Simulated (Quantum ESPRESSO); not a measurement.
# BeTe (Fm-3m) in Quantum ESPRESSO: convergence with wavefunction cutoff

Aim: find how far wavefunction cutoff must go before the results for BeTe settle, at r2SCAN. This setting moves, with any that are tied to it; all else stays.

Everything below comes from runs of Quantum ESPRESSO 7.5. Logs are shortened: lines on timing, memory, paths and dates and some standing lists are left out, and cuts for length are marked.

### 1 The crystal as given

Symmetry: Fm-3m, No. 225, cubic system. Conventional cell: a = 5.361 Å, b = 5.361 Å, c = 5.361 Å, α = 90.00°, β = 90.00°, γ = 90.00°. Around Be (site symmetry m-3m) lie 6 Te at 2.68 Å. Te (site symmetry m-3m) is surrounded by 6 Be at 2.68 Å.

The cell was built by a generator and needn't be a form met in nature.

### 2 With wavefunction cutoff 35 Ry

pw.in

```
&CONTROL
  calculation = 'scf'
  prefix = 'pwscf'
  outdir = './tmp'
  pseudo_dir = './pseudo'
  tprnfor = .true.
  tstress = .true.
  disk_io = 'nowf'
/
&SYSTEM
  ibrav = 0
  nat = 2
  ntyp = 2
  ecutwfc = 35
  nbnd = 16
  input_dft = 'r2scan'
  occupations = 'smearing'
  smearing = 'mv'
  degauss = 0.00367493
  nosym = .true.
/
&ELECTRONS
  conv_thr = 1d-08
  electron_maxstep = 120
  mixing_beta = 0.5
/
ATOMIC_SPECIES
Be     9.0122 Be.upf
Te   127.6000 Te.upf
CELL_PARAMETERS angstrom
   0.0000000000    2.6803100000    2.6803100000
   2.6803100000    0.0000000000    2.6803100000
   2.6803100000    2.6803100000    0.0000000000
ATOMIC_POSITIONS crystal
Be     0.5000000000    0.5000000000    0.5000000000
Te     0.0000000000    0.0000000000    0.0000000000
K_POINTS automatic
7 7 7 0 0 0
```

Potentials or basis: PseudoDojo 0.4.1 SR PBE standard.

Launch:

```sh
> OMP_NUM_THREADS=1 pw.x -in pw.in > pw.out
```

Wall time 2 min (1 thread of Arm Neoverse V2, shared host); peak memory 0.07 GiB.

The run converged, but runs of this kind are known to go wrong with this program or these potentials, so none of its numbers is taken as a property of the crystal.

Caveat: a meta-GGA on potentials with a model core is unreliable; the potentials were made for another functional, which shifts forces and pressure; a pressure of tens of GPa on the cell as given is suspect, and the run, the potentials or the cell itself is likely at fault; this smearing can shift energies of a crystal with a gap; spin-orbit coupling is left out, which moves the levels of the heavy elements; an odd mesh through Γ misses points on the zone boundary, where band edges often lie.

### 3 With wavefunction cutoff 44 Ry

Edit pw.in of step 2 so:

```diff
@@ -13,3 +13,3 @@
   ntyp = 2
-  ecutwfc = 35
+  ecutwfc = 44
   nbnd = 16
```

Potentials or basis: PseudoDojo 0.4.1 SR PBE standard.

Launch:

```sh
> OMP_NUM_THREADS=1 pw.x -in pw.in > pw.out
```

Wall time 2.3 min (1 thread of Arm Neoverse V2, shared host); peak memory 0.09 GiB.

The run converged, but runs of this kind are known to go wrong with this program or these potentials, so none of its numbers is taken as a property of the crystal.

Caveat: the k mesh is coarse; a meta-GGA on potentials with a model core is unreliable; the potentials were made for another functional, which shifts forces and pressure; a pressure of tens of GPa on the cell as given is suspect, and the run, the potentials or the cell itself is likely at fault.

### 4 With wavefunction cutoff 53 Ry

Edit pw.in of step 3 so:

```diff
@@ -13,3 +13,3 @@
   ntyp = 2
-  ecutwfc = 44
+  ecutwfc = 53
   nbnd = 16
```

Launch:

```sh
> OMP_NUM_THREADS=1 pw.x -in pw.in > pw.out
```

Run time: 6.1 min. Hardware: 1 thread of Arm Neoverse V2, shared host; peak memory 0.12 GiB.

The run converged, but runs of this kind are known to go wrong with this program or these potentials, so none of its numbers is taken as a property of the crystal.

Caveat: the k mesh is coarse; a meta-GGA on potentials with a model core is unreliable; the potentials were made for another functional, which shifts forces and pressure; a pressure of tens of GPa on the cell as given is suspect, and the run, the potentials or the cell itself is likely at fault.

### 5 With wavefunction cutoff 62 Ry

Edit pw.in of step 4 so:

```diff
@@ -13,3 +13,3 @@
   ntyp = 2
-  ecutwfc = 53
+  ecutwfc = 62
   nbnd = 16
```

Launch:

```sh
> OMP_NUM_THREADS=1 pw.x -in pw.in > pw.out
```

Wall time 8 min (1 thread of Arm Neoverse V2, shared host); peak memory 0.14 GiB.

The run converged, but runs of this kind are known to go wrong with this program or these potentials, so none of its numbers is taken as a property of the crystal.

Caveat: the k mesh is coarse; a meta-GGA on potentials with a model core is unreliable; the potentials were made for another functional, which shifts forces and pressure; a pressure of tens of GPa on the cell as given is suspect, and the run, the potentials or the cell itself is likely at fault.

### 6 With wavefunction cutoff 70 Ry

Edit pw.in of step 5 so:

```diff
@@ -13,3 +13,3 @@
   ntyp = 2
-  ecutwfc = 62
+  ecutwfc = 70
   nbnd = 16
```

Potentials or basis: PseudoDojo 0.4.1 SR PBE standard.

Launch:

```sh
> OMP_NUM_THREADS=1 pw.x -in pw.in > pw.out
```

Run time: 8.1 min. Hardware: 1 thread of Arm Neoverse V2, shared host; peak memory 0.16 GiB.

The run converged, but runs of this kind are known to go wrong with this program or these potentials, so none of its numbers is taken as a property of the crystal.

Caveat: the k mesh is coarse; a meta-GGA on potentials with a model core is unreliable; the potentials were made for another functional, which shifts forces and pressure; a pressure of tens of GPa on the cell as given is suspect, and the run, the potentials or the cell itself is likely at fault.

### 7 With wavefunction cutoff 79 Ry

Edit pw.in of step 6 so:

```diff
@@ -13,3 +13,3 @@
   ntyp = 2
-  ecutwfc = 70
+  ecutwfc = 79
   nbnd = 16
```

Potentials or basis: PseudoDojo 0.4.1 SR PBE standard.

Launch:

```sh
> OMP_NUM_THREADS=1 pw.x -in pw.in > pw.out
```

pw.out:

```text
This program is part of the open-source Quantum ESPRESSO suite
     for quantum simulation of materials; please cite
         "P. Giannozzi et al., J. Phys.:Condens. Matter 21 395502 (2009);
         "P. Giannozzi et al., J. Phys.:Condens. Matter 29 465901 (2017);
         "P. Giannozzi et al., J. Chem. Phys. 152 154105 (2020);
     in publications or presentations arising from this work. More details at

     IMPORTANT: XC functional enforced from input :
     Exchange-correlation= R2SCAN
                           (   0   0   0   0   0 497 498)
     Any further DFT definition will be discarded
     Please, verify this is what you really want

     Message from routine setup :
     BEWARE: nonlinear core correction is not consistent with meta-GGA

     G-vector sticks info
     --------------------
     sticks:   dense  smooth     PW     G-vecs:    dense   smooth      PW
     Sum        1123    1123    349                24693    24693    4111

     Using Slab Decomposition

     bravais-lattice index     =            0
     lattice parameter (alat)  =       7.1631  a.u.
     unit-cell volume          =     259.8853 (a.u.)^3
     number of atoms/cell      =            2
     number of atomic types    =            2
     number of electrons       =        20.00
     number of Kohn-Sham states=           16
     kinetic-energy cutoff     =      79.0000  Ry
     charge density cutoff     =     316.0000  Ry
     scf convergence threshold =      1.0E-08
     mixing beta               =       0.5000
     number of iterations used =            8  plain     mixing
     Exchange-correlation= R2SCAN
                           (   0   0   0   0   0 497 498)

     celldm(1)=   7.163065  celldm(2)=   0.000000  celldm(3)=   0.000000
     celldm(4)=   0.000000  celldm(5)=   0.000000  celldm(6)=   0.000000

     crystal axes: (cart. coord. in units of alat)
               a(1) = (   0.000000   0.707107   0.707107 )
               a(2) = (   0.707107   0.000000   0.707107 )
               a(3) = (   0.707107   0.707107   0.000000 )

     reciprocal axes: (cart. coord. in units 2 pi/alat)
               b(1) = ( -0.707107  0.707107  0.707107 )
               b(2) = (  0.707107 -0.707107  0.707107 )
               b(3) = (  0.707107  0.707107 -0.707107 )

     PseudoPot. # 1 for Be read from file:
     Be.upf
     Pseudo is Norm-conserving, Zval =  4.0
     Generated using ONCVPSP code by D. R. Hamann
     Using radial grid of 1358 points,  4 beta functions with:
                l(1) =   0
                l(2) =   0
                l(3) =   1
                l(4) =   1

     PseudoPot. # 2 for Te read from file:
     Te.upf
     Pseudo is Norm-conserving + core correction, Zval = 16.0
     Generated using ONCVPSP code by D. R. Hamann
     Using radial grid of 1294 points,  6 beta functions with:
                l(1) =   0
                l(2) =   0
                l(3) =   1
                l(4) =   1
                l(5) =   2
                l(6) =   2

     atomic species   valence    mass     pseudopotential
     Be                4.00     9.01220     Be( 1.00)
     Te               16.00   127.60000     Te( 1.00)

     No symmetry found

   Cartesian axes

     site n.     atom                  positions (alat units)
         1        Be     tau(   1) = (   0.7071068   0.7071068   0.7071068  )
         2        Te     tau(   2) = (   0.0000000   0.0000000   0.0000000  )

     number of k points=   172  Marzari-Vanderbilt smearing, width (Ry)=  0.0037

     Number of k-points >= 100: set verbosity='high' to print them.

     Dense  grid:    24693 G-vectors     FFT dimensions: (  45,  45,  45)

     WARNING: libxc functional with ID  497 depends
      on external parameters: check the user_guide of
      QE if you need to modify them or to check their
      default values.

     WARNING: libxc functional with ID  498 depends
      on external parameters: check the user_guide of
      QE if you need to modify them or to check their
      default values.

     Initial potential from superposition of free atoms

     starting charge      19.9996, renormalised to      20.0000
     Starting wfcs are   11 randomized atomic wfcs +    5 random wfcs

     Self-consistent Calculation

     iteration #  1     ecut=    79.00 Ry     beta= 0.50
     Davidson diagonalization with overlap
     ethr =  1.00E-02,  avg # of iterations =  6.4

     total energy              =    -208.27692396 Ry
     estimated scf accuracy    <     192.47157321 Ry

     iteration #  2     ecut=    79.00 Ry     beta= 0.50
     Davidson diagonalization with overlap
     ethr =  1.00E-02,  avg # of iterations =  1.0

     total energy              =    -208.55645278 Ry
     estimated scf accuracy    <      49.41728850 Ry

     iteration #  3     ecut=    79.00 Ry     beta= 0.50
     Davidson diagonalization with overlap
     ethr =  1.00E-02,  avg # of iterations =  1.0

     total energy              =    -208.57144914 Ry
     estimated scf accuracy    <       0.20941352 Ry

     iteration #  4     ecut=    79.00 Ry     beta= 0.50
     Davidson diagonalization with overlap
     ethr =  1.05E-03,  avg # of iterations =  1.0

     total energy              =    -208.57931252 Ry
     estimated scf accuracy    <       0.14734031 Ry

     iteration #  5     ecut=    79.00 Ry     beta= 0.50
     Davidson diagonalization with overlap
     ethr =  7.37E-04,  avg # of iterations =  1.0

     total energy              =    -208.59225046 Ry
     estimated scf accuracy    <       0.07863714 Ry

     iteration #  6     ecut=    79.00 Ry     beta= 0.50
     Davidson diagonalization with overlap
     ethr =  3.93E-04,  avg # of iterations =  1.0

     total energy              =    -208.58365481 Ry
     estimated scf accuracy    <       0.08782552 Ry

     iteration #  7     ecut=    79.00 Ry     beta= 0.50
     Davidson diagonalization with overlap
     ethr =  3.93E-04,  avg # of iterations =  1.0
[... 60 lines left out ...]
     iteration # 16     ecut=    79.00 Ry     beta= 0.50
     Davidson diagonalization with overlap
     ethr =  5.57E-09,  avg # of iterations =  1.0

     total energy              =    -208.58256144 Ry
     estimated scf accuracy    <       0.00000106 Ry

     iteration # 17     ecut=    79.00 Ry     beta= 0.50
     Davidson diagonalization with overlap
     ethr =  5.28E-09,  avg # of iterations =  1.0

     total energy              =    -208.58255346 Ry
     estimated scf accuracy    <       0.00000138 Ry

     iteration # 18     ecut=    79.00 Ry     beta= 0.50
     Davidson diagonalization with overlap
     ethr =  5.28E-09,  avg # of iterations =  1.0

     total energy              =    -208.58252956 Ry
     estimated scf accuracy    <       0.00000038 Ry

     iteration # 19     ecut=    79.00 Ry     beta= 0.50
     Davidson diagonalization with overlap
     ethr =  1.90E-09,  avg # of iterations =  1.0

     total energy              =    -208.58252744 Ry
     estimated scf accuracy    <       0.00000008 Ry

     iteration # 20     ecut=    79.00 Ry     beta= 0.50
     Davidson diagonalization with overlap
     ethr =  3.90E-10,  avg # of iterations =  1.0

     End of self-consistent calculation

     Number of k-points >= 100: set verbosity='high' to print the bands.

     the Fermi energy is    10.4186 ev

!    total energy              =    -208.58252582 Ry
     estimated scf accuracy    <          5.9E-09 Ry
     smearing contrib. (-TS)   =      -0.00004379 Ry
     internal energy E=F+TS    =    -208.58248203 Ry

     The total energy is F=E-TS. E is the sum of the following terms:
     one-electron contribution =     -97.85910656 Ry
     hartree contribution      =      50.75129478 Ry
     xc contribution           =     -24.59864803 Ry
     ewald contribution        =    -136.87602222 Ry

     convergence has been achieved in  20 iterations

     Forces acting on atoms (cartesian axes, Ry/au):

     atom    1 type  1   force =    -0.00000002    0.00000012    0.00000013
     atom    2 type  2   force =     0.00000002   -0.00000012   -0.00000013

     Total force =     0.000000     Total SCF correction =     0.000000
     SCF correction compared to forces is large: reduce conv_thr to get better values

     Computing stress (Cartesian axis) and pressure

          total   stress  (Ry/bohr**3)                   (kbar)     P=     6178.00
   0.04199722   0.00000000  -0.00000000         6178.00        0.00       -0.00
   0.00000000   0.04199722  -0.00000000            0.00     6178.00       -0.00
  -0.00000000  -0.00000000   0.04199722           -0.00       -0.00     6178.00

=------------------------------------------------------------------------------=
   JOB DONE.
=------------------------------------------------------------------------------=
```

Run time: 14 min. Hardware: 1 thread of Arm Neoverse V2, shared host; peak memory 0.2 GiB.

The run converged, but runs of this kind are known to go wrong with this program or these potentials, so none of its numbers is taken as a property of the crystal.

Caveat: the k mesh is coarse; a meta-GGA on potentials with a model core is unreliable; the potentials were made for another functional, which shifts forces and pressure; a pressure of tens of GPa on the cell as given is suspect, and the run, the potentials or the cell itself is likely at fault.

### 8 With wavefunction cutoff 88 Ry

Edit pw.in of step 7 so:

```diff
@@ -13,3 +13,3 @@
   ntyp = 2
-  ecutwfc = 79
+  ecutwfc = 88
   nbnd = 16
```

Launch:

```sh
> OMP_NUM_THREADS=1 pw.x -in pw.in > pw.out
```

It took 5.4 min on 1 thread of Arm Neoverse V2, shared host.

The calculation hadn't finished when its time ran out.

### 9 Result

```
wavefunction cutoff  energy less the tightest run, at zero smearing (meV/atom)  pressure (GPa)  gap on the mesh (eV)  SCF cycles  CPU time (s)  peak memory (GiB)
              35 Ry                                                   19977.42           35.77                 0.202          11           120               0.07
              44 Ry                                                    4313.24          417.01                 0.000          16           140               0.09
              53 Ry                                                     666.37          576.13                 0.000          19           370               0.12
              62 Ry                                                      46.31          611.67                 0.000          25           480               0.14
              70 Ry                                                     -26.55          612.17                 0.000          18           480               0.16
              79 Ry                                                       0.00          617.80                 0.000          20           870                0.2
              88 Ry                                      timed out after 330 s               -                     -           -             -                  -
```

Against the tightest run, the gap on the mesh stays within 0.01 eV from 44 Ry on. Not settled before the last step: the energy (to 1 meV/atom), the pressure (to 0.1 GPa). The tightest run that finished is the yardstick and may itself not be fully converged.

Caveats: a meta-GGA on potentials with a model core is unreliable; the potentials were made for another functional, which shifts forces and pressure; a pressure of tens of GPa on the cell as given is suspect, and the run, the potentials or the cell itself is likely at fault.
